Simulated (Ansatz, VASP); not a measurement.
## CdS (Hawleyite) in VASP and in Ansatz

```xyz
2
Lattice="0.0000 2.9165 2.9165 2.9165 0.0000 2.9165 2.9165 2.9165 0.0000" Properties=species:S:1:pos:R:3 pbc="T T T"
Cd    0.0000    0.0000    0.0000
S     4.3748    4.3748    4.3748
```

Alike in both runs: task single point; functional PBE; k mesh 8 × 8 × 8; occupations gaussian, width 0.015 eV; no spin polarisation.

|  | VASP | Ansatz |
| --- | --- | --- |
| version | VASP 6.6.1 | Ansatz 0.2.0 |
| potentials or method | VASP PAW PBE potentials, release 64 (Cd, S) | Ansatz PAW |
| plane-wave cutoff (eV) | 520 | 420 |
| valence electrons in the cell | 18 | 26 |

Ansatz gave:

```
gap on the k mesh at the Fermi level (eV) : 1.15
least direct gap on the mesh (eV)         : 1.15
pressure (GPa)                            : 2.8
```

Estimate VASP's values.

gap on the k mesh at the Fermi level (eV): 1.15; least direct gap on the mesh (eV): 1.15; pressure (GPa): 3.2.

With one functional, cell and mesh, what is left measures potentials, basis and numerics. The two sets of potentials don't hold the same shells in valence.
